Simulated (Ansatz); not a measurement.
# N on Ni(111): change of the work function

How does N on the fcc site change the work function of Ni(111) as the layer fills?

Method: plane-wave DFT, PBE, Ansatz PAW, in Ansatz 0.2.0.

## 1. The starting structure

The cell holds 4 atoms: 4 Ni. Cell: a = 2.489 Å, b = 2.489 Å, c = 24.097 Å, α = 90.0°, β = 90.0°, γ = 60.0°. Vacuum lies along c.

## 2. The clean slab

The bare slab comes first, as the zero from which every change is counted. The two lowest layers are held at bulk places and the upper ones relax. The dipole correction removes the false field that a one-sided slab makes across the periodic vacuum, so each face gets a flat vacuum level of its own.

File input.yaml:

```yaml
crystal:
  lattice:
    - [2.4890158698, 0.0, 0.0]
    - [1.2445079349, 2.1555509736, 0.0]
    - [0.0, 0.0, 24.0968188426]
  atoms:
    - { symbol: Ni, position: [0.0, 0.0, 0.3734932839], spin: 0.7 }
    - { symbol: Ni, position: [0.3333333333, 0.3333333333, 0.4578310946], spin: 0.7 }
    - { symbol: Ni, position: [0.6666666667, 0.6666666667, 0.5421689054], spin: 0.7 }
    - { symbol: Ni, position: [0.0, 0.0, 0.6265067161], spin: 0.7 }
magnetization:
  spin_polarized: true
kpoints:
  mp_grid: { grid: [12, 12, 1] }
hamiltonian:
  xc: pbe
scf:
  occupations: { method: fermi_dirac, width: 0.1 }
  convergence: { dr2_threshold: 1.0e-08 }
efield:
  axis: 3
  dipole_correction: true
  ramp_position: 0.97
  ramp_width: 0.06
relax:
  f_tol: 0.02
  max_steps: 60
  constraints: [{ sites: [0, 1] }]
output:
  write_potential: true
  write_density: true
  volumetric_format: npy
```

Command:

```sh
$ ansatz run input.yaml --threads 4 --pin off --max-ram 16384MiB --backend cpu --events-out ev --progress --plain --runs-dir out
```

Numbers of over 12 decimals in the logs are rounded to 6 here.

The program printed:

```text
Engine: ansatz 0.2.0, x86_64-unknown-linux-gnu
Pseudopotentials: kind: paw
Pseudopotential: Ni, paw, valence charge 18, recommended cutoff 420 eV (normal), Ni.paw.azcp
Functional definition: PBE
  parameter kappa = 0.804
  parameter beta = 0.066725
  exchange = pbe_x(kappa = kappa, mu = beta*pi^2/3)
  correlation = pbe_c(beta = beta)
Crystal: 4 atoms, lattice volume = 129.284 Å³
Basis set: ecut = 420 eV, 2439 PW (Γ), exchange–correlation on 36×36×324 points (8 copies of the dense FFT grid, shifted against one another)
Bands: 45, of which v1, the nominal top of the filled ones, is band 36 counted from 1 (35 counted from 0)
Symmetry: 6 space group operations
k-points: 19 of 144 (time reversal used)
Non-local potential: Ni, projectors of the file, l = 0: 3, l = 1: 2, l = 2: 3, l = 3: 1
PAW form: soft (Blöchl's): semilocal exchange-correlation on the pseudo side does not see the compensation charge
PAW one-centre angular grid: Ni, 590 points (default); XC on 64 Gauss nodes
Initial density: superposition of atomic densities (neutral atoms: chi_scale 0, normalization atom)
Starting moments: Σ|m| = 2.8 μB on 4 of 4 sites
Initial wavefunctions: pseudopotential atomic-orbital guess
Functional: x = pbe(κ = 0.804, μ = 0.219515), c = pbe(β = 0.066725)
SCF iter   1: F=—  HF=-23353.905145 eV  |F-HF|=—  |Δ(HF+E_count)|=         —  Δρ=2.86e-2 (↑1.12e-2 ↓2.86e-2)  dr2=2.62e0  dr2_m=2.76e-1  M=2.997 μB ∫|m|=3.146 μB  β_m=1.00  ethr=3.10e-3  p=0.000 e·Å  D=5.13e-13 V/Å  ΔV_dip=-0.00 eV  dr2_dipole=4.80e-7  V_vac-E_F(+/−)=7.25/7.25 eV  ⟨swp⟩=10.9  Hψ=8806  notcnv=0  defer=16
Mixer restart at iter 1: flushing history
efield: sawtooth ramp at fractional position 0.9700 (set: `efield.ramp_position`, or a place that a band, a saddle search or an elastic batch's reference lends), width 0.0600; the density the first Hamiltonian is built on has a dipole p = 0.000 e·Å; the dipole correction subtracts the counter field D = 5.13e-13 V/Å, which shifts the + side's vacuum level by -0.00 eV against the − side's; the planar-averaged density in the ramp window peaks in size at 7.6e-6 e/Å³
preconditioner: auto → LDOS  [metal: Δε(μ)=0.005 eV  Ē_g=7.174 eV  σ=0.100 eV  W_gap=0.01  n_scr=18 (ndim 8)  ℏωp=20.7 eV  f_vac=0.604  D(μ)=7.90/eV (n_scr^D=102)]
spin=Collinear: LDOS preconditioning applied to the charge; magnetization (m = ρ↑ − ρ↓) channel mixes plain (no charge-response kernel on spin).
SCF iter   2: F=—  HF=-23354.537091 eV  |F-HF|=—  |Δ(HF+E_count)|=   6.32e-1  Δρ=1.21e-2 (↑1.21e-2 ↓9.37e-3)  dr2=4.70e-1  dr2_m=6.08e-3  M=2.950 μB ∫|m|=3.239 μB  β_m=0.32  ethr=3.10e-3  p=-0.000 e·Å  D=-1.18e-5 V/Å  ΔV_dip=0.00 eV  dr2_dipole=1.68e-7  V_vac-E_F(+/−)=6.45/6.45 eV  ⟨swp⟩=2.3  Hψ=2954  notcnv=0  defer=39
density mixer auto → msr1: a metal under ldos (density of states about μ 3.85 of a free-electron gas's, 18 screened modes)
SCF iter   3: F=—  HF=-23355.900691 eV  |F-HF|=—  |Δ(HF+E_count)|=    1.36e0  Δρ=6.31e-3 (↑6.31e-3 ↓4.98e-3)  dr2=1.22e-1  dr2_m=5.55e-3  M=2.942 μB ∫|m|=3.263 μB  β_m=0.52  ethr=6.53e-4  p=-0.000 e·Å  D=-1.94e-7 V/Å  ΔV_dip=0.00 eV  dr2_dipole=6.01e-9  V_vac-E_F(+/−)=6.01/6.01 eV  ⟨swp⟩=3.0  Hψ=2841  notcnv=0  defer=40
SCF iter   4: F=—  HF=-23357.393574 eV  |F-HF|=—  |Δ(HF+E_count)|=         —  Δρ=6.98e-3 (↑4.12e-3 ↓6.98e-3)  dr2=1.03e-1  dr2_m=3.75e-3  M=2.826 μB ∫|m|=3.215 μB  β_m=0.52  ethr=1.70e-4  p=-0.000 e·Å  D=-2.45e-6 V/Å  ΔV_dip=0.00 eV  dr2_dipole=3.16e-9  V_vac-E_F(+/−)=5.44/5.44 eV  ⟨swp⟩=3.7  Hψ=3872  notcnv=0  defer=38
SCF iter   5: F=—  HF=-23357.642354 eV  |F-HF|=—  |Δ(HF+E_count)|=   2.49e-1  Δρ=4.88e-3 (↑1.50e-3 ↓4.88e-3)  dr2=3.19e-2  dr2_m=5.57e-3  M=2.736 μB ∫|m|=3.135 μB  β_m=0.76  ethr=1.43e-4  p=0.000 e·Å  D=1.02e-6 V/Å  ΔV_dip=-0.00 eV  dr2_dipole=4.36e-9  V_vac-E_F(+/−)=5.26/5.26 eV  ⟨swp⟩=2.4  Hψ=2763  notcnv=0  defer=40
SCF iter   6: F=—  HF=-23357.693928 eV  |F-HF|=—  |Δ(HF+E_count)|=   5.16e-2  Δρ=2.88e-3 (↑1.47e-3 ↓2.88e-3)  dr2=1.26e-2  dr2_m=1.52e-3  M=2.669 μB ∫|m|=3.070 μB  β_m=0.86  ethr=4.44e-5  p=-0.000 e·Å  D=-5.88e-6 V/Å  ΔV_dip=0.00 eV  dr2_dipole=2.13e-8  V_vac-E_F(+/−)=5.15/5.15 eV  ⟨swp⟩=2.2  Hψ=2708  notcnv=0  defer=40
SCF iter   7: F=—  HF=-23357.694448 eV  |F-HF|=—  |Δ(HF+E_count)|=   5.20e-4  Δρ=2.31e-3 (↑1.35e-3 ↓2.31e-3)  dr2=9.68e-3  dr2_m=5.46e-4  M=2.662 μB ∫|m|=3.065 μB  β_m=0.72  ethr=1.75e-5  p=0.000 e·Å  D=1.37e-5 V/Å  ΔV_dip=-0.00 eV  dr2_dipole=5.05e-8  V_vac-E_F(+/−)=5.06/5.06 eV  ⟨swp⟩=2.7  Hψ=3609  notcnv=0  defer=46
SCF iter   8: F=—  HF=-23357.693229 eV  |F-HF|=—  |Δ(HF+E_count)|=   1.22e-3  Δρ=4.06e-4 (↑1.85e-4 ↓4.06e-4)  dr2=3.64e-4  dr2_m=1.71e-5  M=2.660 μB ∫|m|=3.064 μB  β_m=0.68  ethr=1.34e-5  p=-0.000 e·Å  D=-3.62e-6 V/Å  ΔV_dip=0.00 eV  dr2_dipole=1.02e-8  V_vac-E_F(+/−)=5.09/5.09 eV  ⟨swp⟩=2.0  Hψ=2577  notcnv=0  defer=48
SCF iter   9: F=—  HF=-23357.693190 eV  |F-HF|=—  |Δ(HF+E_count)|=   3.90e-5  Δρ=1.79e-4 (↑7.00e-5 ↓1.79e-4)  dr2=3.02e-5  dr2_m=1.70e-5  M=2.661 μB ∫|m|=3.067 μB  β_m=0.69  ethr=5.05e-7  p=0.000 e·Å  D=3.89e-6 V/Å  ΔV_dip=-0.00 eV  dr2_dipole=1.52e-8  V_vac-E_F(+/−)=5.09/5.09 eV  ⟨swp⟩=3.2  Hψ=3585  notcnv=0  defer=48
SCF iter  10: F=—  HF=-23357.693186 eV  |F-HF|=—  |Δ(HF+E_count)|=   3.73e-6  Δρ=5.06e-5 (↑4.29e-5 ↓5.06e-5)  dr2=1.84e-6  dr2_m=2.32e-6  M=2.661 μB ∫|m|=3.067 μB  β_m=0.80  ethr=4.19e-8  p=-0.000 e·Å  D=-3.66e-6 V/Å  ΔV_dip=0.00 eV  dr2_dipole=5.48e-9  V_vac-E_F(+/−)=5.08/5.08 eV  ⟨swp⟩=2.1  Hψ=2621  notcnv=0  defer=48
SCF iter  11: F=—  HF=-23357.693187 eV  |F-HF|=—  |Δ(HF+E_count)|=   9.70e-7  Δρ=2.04e-5 (↑1.28e-5 ↓2.04e-5)  dr2=6.06e-7  dr2_m=1.91e-7  M=2.661 μB ∫|m|=3.067 μB  β_m=0.87  ethr=2.55e-9  p=0.000 e·Å  D=7.86e-6 V/Å  ΔV_dip=-0.00 eV  dr2_dipole=2.86e-8  V_vac-E_F(+/−)=5.08/5.08 eV  ⟨swp⟩=2.0  Hψ=2534  notcnv=0  defer=48
SCF iter  12: F=—  HF=-23357.693187 eV  |F-HF|=—  |Δ(HF+E_count)|=   2.52e-7  Δρ=1.80e-5 (↑1.51e-5 ↓1.80e-5)  dr2=9.34e-7  dr2_m=1.72e-8  M=2.661 μB ∫|m|=3.067 μB  β_m=0.65  ethr=8.42e-10  p=-0.000 e·Å  D=-1.24e-5 V/Å  ΔV_dip=0.00 eV  dr2_dipole=7.48e-8  V_vac-E_F(+/−)=5.08/5.08 eV  ⟨swp⟩=2.4  Hψ=3367  notcnv=0  defer=48
SCF iter  13: F=—  HF=-23357.693187 eV  |F-HF|=—  |Δ(HF+E_count)|=   2.13e-7  Δρ=3.07e-6 (↑2.14e-6 ↓3.07e-6)  dr2=3.88e-8  dr2_m=2.54e-9  M=2.661 μB ∫|m|=3.067 μB  β_m=0.82  ethr=8.42e-10  p=-0.000 e·Å  D=-2.09e-6 V/Å  ΔV_dip=0.00 eV  dr2_dipole=9.86e-9  V_vac-E_F(+/−)=5.08/5.08 eV  ⟨swp⟩=2.1  Hψ=2507  notcnv=0  defer=48
[...]
density mixer auto → msr1: a metal under ldos (density of states about μ 3.54 of a free-electron gas's, 18 screened modes)
SCF iter   3: F=—  HF=-23357.695252 eV  |F-HF|=—  |Δ(HF+E_count)|=   3.41e-6  Δρ=3.61e-4 (↑3.61e-4 ↓2.26e-4)  dr2=1.97e-4  dr2_m=3.77e-5  M=2.664 μB ∫|m|=3.069 μB  β_m=0.44  ethr=1.15e-6  p=0.001 e·Å  D=1.05e-3 V/Å  ΔV_dip=-0.03 eV  dr2_dipole=3.96e-5  V_vac-E_F(+/−)=5.05/5.08 eV  ⟨swp⟩=1.8  Hψ=2157  notcnv=0  defer=48
SCF iter   4: F=—  HF=-23357.695307 eV  |F-HF|=—  |Δ(HF+E_count)|=   5.47e-5  Δρ=1.71e-4 (↑1.71e-4 ↓1.57e-4)  dr2=3.28e-5  dr2_m=2.05e-5  M=2.663 μB ∫|m|=3.067 μB  β_m=0.46  ethr=2.74e-7  p=0.001 e·Å  D=8.25e-4 V/Å  ΔV_dip=-0.02 eV  dr2_dipole=2.72e-8  V_vac-E_F(+/−)=5.06/5.08 eV  ⟨swp⟩=1.5  Hψ=1939  notcnv=0  defer=48
SCF iter   5: F=—  HF=-23357.695322 eV  |F-HF|=—  |Δ(HF+E_count)|=   1.50e-5  Δρ=7.38e-5 (↑5.22e-5 ↓7.38e-5)  dr2=5.12e-6  dr2_m=4.01e-6  M=2.662 μB ∫|m|=3.067 μB  β_m=0.61  ethr=4.56e-8  p=0.000 e·Å  D=6.00e-4 V/Å  ΔV_dip=-0.01 eV  dr2_dipole=8.33e-7  V_vac-E_F(+/−)=5.07/5.08 eV  ⟨swp⟩=2.1  Hψ=2955  notcnv=0  defer=48
SCF iter   6: F=—  HF=-23357.695328 eV  |F-HF|=—  |Δ(HF+E_count)|=   6.07e-6  Δρ=4.56e-5 (↑4.34e-5 ↓4.56e-5)  dr2=5.60e-6  dr2_m=7.70e-7  M=2.661 μB ∫|m|=3.066 μB  β_m=0.57  ethr=7.11e-9  p=0.000 e·Å  D=4.49e-4 V/Å  ΔV_dip=-0.01 eV  dr2_dipole=1.57e-7  V_vac-E_F(+/−)=5.07/5.08 eV  ⟨swp⟩=3.2  Hψ=3570  notcnv=0  defer=48
SCF iter   7: F=—  HF=-23357.695328 eV  |F-HF|=—  |Δ(HF+E_count)|=   4.50e-7  Δρ=2.50e-5 (↑2.50e-5 ↓1.50e-5)  dr2=2.58e-6  dr2_m=2.43e-7  M=2.661 μB ∫|m|=3.065 μB  β_m=0.52  ethr=7.11e-9  p=0.000 e·Å  D=3.65e-4 V/Å  ΔV_dip=-0.01 eV  dr2_dipole=9.17e-7  V_vac-E_F(+/−)=5.07/5.08 eV  ⟨swp⟩=2.1  Hψ=2796  notcnv=0  defer=48
SCF iter   8: F=—  HF=-23357.695328 eV  |F-HF|=—  |Δ(HF+E_count)|=   1.03e-7  Δρ=1.02e-5 (↑9.79e-6 ↓1.02e-5)  dr2=4.18e-8  dr2_m=1.01e-7  M=2.661 μB ∫|m|=3.065 μB  β_m=0.69  ethr=3.58e-9  p=0.000 e·Å  D=3.80e-4 V/Å  ΔV_dip=-0.01 eV  dr2_dipole=2.27e-9  V_vac-E_F(+/−)=5.07/5.08 eV  ⟨swp⟩=2.4  Hψ=2337  notcnv=0  defer=48
SCF iter   9: F=—  HF=-23357.695329 eV  |F-HF|=—  |Δ(HF+E_count)|=   1.87e-7  Δρ=4.88e-6 (↑4.08e-6 ↓4.88e-6)  dr2=1.37e-7  dr2_m=1.15e-8  M=2.660 μB ∫|m|=3.065 μB  β_m=0.62  ethr=5.80e-11  p=0.000 e·Å  D=3.76e-4 V/Å  ΔV_dip=-0.01 eV  dr2_dipole=2.33e-9  V_vac-E_F(+/−)=5.07/5.08 eV  ⟨swp⟩=3.1  Hψ=3709  notcnv=0  defer=48
SCF iter  10: F=—  HF=-23357.695329 eV  |F-HF|=—  |Δ(HF+E_count)|=   2.00e-9  Δρ=2.48e-6 (↑2.48e-6 ↓2.27e-6)  dr2=2.53e-8  dr2_m=3.11e-9  M=2.660 μB ∫|m|=3.065 μB  β_m=0.56  ethr=5.80e-11  p=0.000 e·Å  D=3.70e-4 V/Å  ΔV_dip=-0.01 eV  dr2_dipole=7.80e-9  V_vac-E_F(+/−)=5.07/5.08 eV  ⟨swp⟩=2.3  Hψ=3260  notcnv=0  defer=48
SCF iter  11: F=—  HF=-23357.695329 eV  |F-HF|=—  |Δ(HF+E_count)|=   4.09e-9  Δρ=1.37e-6 (↑1.37e-6 ↓1.25e-6)  dr2=3.07e-9  dr2_m=1.06e-9  M=2.660 μB ∫|m|=3.065 μB  β_m=0.56  ethr=3.52e-11  p=0.000 e·Å  D=3.74e-4 V/Å  ΔV_dip=-0.01 eV  dr2_dipole=4.13e-10  V_vac-E_F(+/−)=5.07/5.08 eV  ⟨swp⟩=2.0  Hψ=2492  notcnv=0  defer=48
SCF iter  12: F=—  HF=-23357.695329 eV  |F-HF|=—  |Δ(HF+E_count)|=  1.09e-10  Δρ=9.57e-7 (↑9.57e-7 ↓4.74e-7)  dr2=1.33e-9  dr2_m=5.61e-10  M=2.660 μB ∫|m|=3.065 μB  β_m=0.78  ethr=4.26e-12  p=0.000 e·Å  D=3.75e-4 V/Å  ΔV_dip=-0.01 eV  dr2_dipole=7.23e-11  V_vac-E_F(+/−)=5.07/5.08 eV  ⟨swp⟩=2.1  Hψ=2475  notcnv=0  defer=48
SCF iter  13: F=—  HF=-23357.695329 eV  |F-HF|=—  |Δ(HF+E_count)|=   1.55e-9  Δρ=2.68e-6 (↑4.03e-7 ↓2.68e-6)  dr2=1.70e-8  dr2_m=1.72e-9  M=2.660 μB ∫|m|=3.065 μB  β_m=0.89  ethr=1.84e-12  p=0.000 e·Å  D=3.77e-4 V/Å  ΔV_dip=-0.01 eV  dr2_dipole=1.19e-11  V_vac-E_F(+/−)=5.07/5.08 eV  ⟨swp⟩=2.0  Hψ=2401  notcnv=0  defer=48
SCF iter  14: F=-23357.695329 eV  HF=-23357.695329 eV  |F-HF|=3.09e-9  |Δ(HF+E_count)|=  7.39e-10  Δρ=9.82e-7 (↑4.18e-7 ↓9.82e-7)  dr2=3.32e-9  dr2_m=1.19e-10  M=2.660 μB ∫|m|=3.065 μB  ethr=1.84e-12  p=0.000 e·Å  D=3.78e-4 V/Å  ΔV_dip=-0.01 eV  dr2_dipole=6.55e-10  V_vac-E_F(+/−)=5.07/5.08 eV  ⟨swp⟩=6.4  Hψ=10612  notcnv=0
SCF 3 converged in 14 iterations: F = -23357.695329 eV  dr2 = 3.32e-9
relax step   3: F+E_penalty+E_count = -23357.69532857 eV  Δ(F+E_penalty+E_count) = -7.169e-4 eV  max|allowed force component| = 2.489e-3 eV/Å  Δτ_max = 0.0193 Å  (14 SCF iters, accepted)
NSCF: frozen V_eff on 19 k-points
the band table was solved once a step of the walk had ended and its energy, with any forces and stress, was formed, with the checks that follow a solve (9223 applications of the Hamiltonian). They found nothing against the state; the energy, forces and stress were not computed again (output.eigenvalues in the input reference)
WARN: The output density's exchange-correlation potential varies sharply where the density is thin. Do not read a vacuum level from v_tot or v_xc, or from such a field of the output density. On a cell that repeats whose density bears no net charge and no dipole along the vacuum's axis use v_es (v_loc + v_h of the components); under efield.dipole_correction with no amplitude use v_es + v_field, which holds any externa [...]
SCF converged after 14 iterations
Magnetization: 2.6604 μB (37.3302 up, 34.6698 down)
Absolute magnetization: 3.0681 μB (∫|ρ↑−ρ↓|, with the PAW one-centre terms)
Spin contamination: 0.0397 ħ² per cell (⟨S²⟩ above its minimum at these occupations)
Per-site moments (μB) at R_I (Å): [(0.697093, 1.026719), (0.715500, 1.024444), (0.716982, 1.017614), (0.700575, 1.017614)]
Free energy (F): -23357.695329 eV
Harris-Foulkes:  -23357.695329 eV  (|F-HF|=3.09e-9)
Internal energy: -23357.459514 eV  (E = F + TS)
E sigma→0 (E₀):  -23357.577421 eV
Entropy (-TS):   -0.235815 eV (-58.954 meV/atom)
Fermi energy:    2.806611 eV
Dipole field:    D = 0.000421 V/Å  (p = 0.000301 e·Å, saw-weighted, corrected)
Work function:   Φ+ = 5.0720 eV   Φ− = 5.0821 eV
Levels:          The Fermi level and band energies are counted from a zero that moves with the ramp; work functions are not
--- Per-component energies (eV) ---
  E_band       = -2233.047862
  E_kinetic    = 1126.070186
  E_local      = -172553.797078  (includes V_loc(G=0)·N_el)
  E_nonlocal   = 2547.333319
  E_hartree    = 84594.329656
  E_xc         = -336.334412
  E_vxc        = -433.429833  (∫ρ·V_xc dr)
  E_paw        = -6522.740084  (= ΣΔE_a)
  E_vpaw       = -2107.890509  (= ΣTr[D̂ρ^β])
  E_aug_tail   = 0.002094  (compensation charges beyond the density's cutoff)
  E_efield     = 0.000000  (sawtooth field / dipole correction)
  E_vefield    = 0.000308  (∫n·V_field dr)
  E_ewald      = 67787.676805
  E_smearing   = -0.235815  (= −TS)
  E_closure    = -0.000000  (closes the sum)
  Σ components = -23357.695329   (vs F -23357.695329, Δ=0.00e0)
--- Forces (eV/Å), atoms counted from 1 ---
  atom   1  Ni     0.00000000    -0.00000000     0.14360215
  atom   2  Ni    -0.00000000    -0.00000000    -0.14451426
  atom   3  Ni     0.00000000     0.00000000    -0.00159028
  atom   4  Ni    -0.00000000     0.00000000     0.00248866
  max |Σ_I F_I| component: 1.37e-5 eV/Å
--- Band table (eV; the first three rows and the last of 38) ---
  k-point 0 ↑: bands = [... 32 lower, 1.4980, 1.6464, 1.6464, 2.0208, 2.0208, 2.1301, 2.1788, 2.1788, ... 5 higher]
  k-point 1 ↑: bands = [... 32 lower, 1.4402, 1.5080, 1.6627, 1.6938, 1.8504, 2.0182, 2.1827, 2.7997, ... 5 higher]
  k-point 2 ↑: bands = [... 32 lower, 1.2167, 1.3936, 1.5035, 1.6730, 2.0108, 2.1822, 2.1914, 3.6577, ... 5 higher]
  k-point 18 ↓: bands = [... 32 lower, 2.7441, 2.8850, 2.8850, 2.8927, 7.8453, 8.0826, 8.0958, 8.8517, ... 5 higher]
--- Relaxed structure (3 steps of the walk, 3 accepted, 0 SCFs on fresh bases) ---
  F+E_penalty+E_count = -23357.69532857 eV   max|allowed force component| = 2.489e-3 eV/Å
  atoms:
    - { symbol: Ni, position: [0.0, 0.0, 0.373493] }
    - { symbol: Ni, position: [0.333333, 0.333333, 0.4578310946] }
    - { symbol: Ni, position: [0.666667, 0.666667, 0.541888] }
    - { symbol: Ni, position: [0, 0.0, 0.625102] }
```

Wall time 42 s (4 threads of Intel Xeon Platinum 8259CL at 2.50GHz (Skylake/Cascade Lake), shared host); peak memory 0.6 GiB; 2.2 min of CPU time.

Relaxation path:

```
step  energy less that of the first step (eV)  largest force component (eV/Å)
   1                                   0.0000                          0.1468
   2                                  -0.0014                          0.0868
   3                                  -0.0021                          0.0025
```

Forces are held to the 6 operations that the run works with; a distortion that breaks them can't arise in this run.

The atoms that moved most (Å):

```
atom     dx     dy      dz  length
 Ni4  0.000  0.000  -0.034   0.034
 Ni3  0.000  0.000  -0.007   0.007
```

Final coordinates:

```xyz
4
Lattice="2.4890 0.0000 0.0000 1.2445 2.1556 0.0000 0.0000 0.0000 24.0968" Properties=species:S:1:pos:R:3
Ni    0.0000    0.0000    9.0000
Ni    1.2445    0.7185   11.0323
Ni    2.4890    1.4370   13.0578
Ni    0.0000    0.0000   15.0630
```

This step gave:

```
energy at zero smearing   : -23357.5774 eV
total moment              : 2.660 μB
site moments              : 0.6971, 0.7155, 0.7170, 0.7006 μB
work function, upper face : 5.072 eV
dipole along the normal   : 3.01e-4 e·Å
```

Running mean over 2.032 Å of the planar mean; the ramp of the sawtooth is left out. Electron's electrostatic potential energy less the Fermi level against z:

```
z (Å)  electron's electrostatic potential energy less the Fermi level (eV)
    3                                                                 5.08
    4                                                                 5.08
    5                                                                 5.08
    6                                                                 5.03
    7                                                                 4.40
    8                                                                -3.19
    9                                                                -10.0
   10                                                                -10.3
   11                                                                -10.4
   12                                                                -10.5
   13                                                                -10.4
   14                                                                -10.6
   15                                                                -10.2
   16                                                                -3.97
   17                                                                 4.26
   18                                                                 5.01
   19                                                                 5.07
   20                                                                 5.07
   21                                                                 5.07
```

Site moment by atom:

```
atom  site moment (μB)
 Ni1             0.697
 Ni2             0.716
 Ni3             0.717
 Ni4             0.701
```

The relaxation took 3 steps and lowered the energy by 0.0021 eV; the largest force on the free atoms ends at 0.0025 eV/Å.

The work function of the upper face is 5.07 eV.

[end of part 1 of 4]

[Logs are printed without paths, hosts, clocks, repeated set-up lines and the standing remarks that a program may print on its own settings, such as how far it seeks lower states.]

[Hosts, paths, dates, database ids (printed as entryN), source tags and the programs' standing remarks are cut or masked in the printed files.]

[Maps of the electrostatic potential energy from Ansatz leave out the sawtooth potential of an applied field or a dipole correction, so their vacuum need not be flat; planar profiles and work functions include it.]
